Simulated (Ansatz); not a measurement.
Two Ansatz runs on KBr

The cell is COD entry 1010046, as deposited and not checked against the literature; nothing was relaxed. It is an old determination, and later ones may differ.

First run: DFT, PBE, all-electron LAPW, scalar-relativistic (Ansatz 0.2.0).

Command: `ansatz run input.yaml --threads 1 --pin off --max-ram 2048MiB --backend cpu --events-out ev --progress --plain --runs-dir out` The run took 1.5 s on 1 thread of Intel(R) Xeon(R) 6975P-C (Granite Rapids) (shared host), peak memory 0.26 GiB.

```yaml
crystal:
  lattice:
    - [0.0, 3.2925, 3.2925]
    - [3.2925, 0.0, 3.2925]
    - [3.2925, 3.2925, 0.0]
  atoms:
    - { symbol: K, position: [0.0, 0.0, 0.0] }
    - { symbol: Br, position: [0.5, 0.5, 0.5] }
kpoints:
  mp_grid: { grid: [7, 7, 7] }
scf:
  occupations: { method: fermi_dirac, width: 0.01 }
hamiltonian:
  xc: pbe
  pseudopotentials: { kind: all_electron, lapw: { basis_error: 0.01 } }
output:
  forces: true
  stress: true
  eigenvalues: true
```

Result: converged; pressure 0.84 GPa; gap on the k mesh 4.45 eV (the mesh can miss the band edges); 7 SCF iterations.

The input is then changed:

```diff
@@ -10,8 +10,9 @@
   mp_grid: { grid: [7, 7, 7] }
 scf:
-  occupations: { method: fermi_dirac, width: 0.01 }
+  occupations: { method: tetrahedron_uncorrected }
 hamiltonian:
   xc: pbe
   pseudopotentials: { kind: all_electron, lapw: { basis_error: 0.01 } }
+  dispersion: d4
 output:
   forces: true
```

Problem. Predict the outcome of the changed run.

Solution. It converged; pressure 0.20 GPa; gap on the k mesh 4.45 eV (the mesh can miss the band edges); 7 SCF iterations.
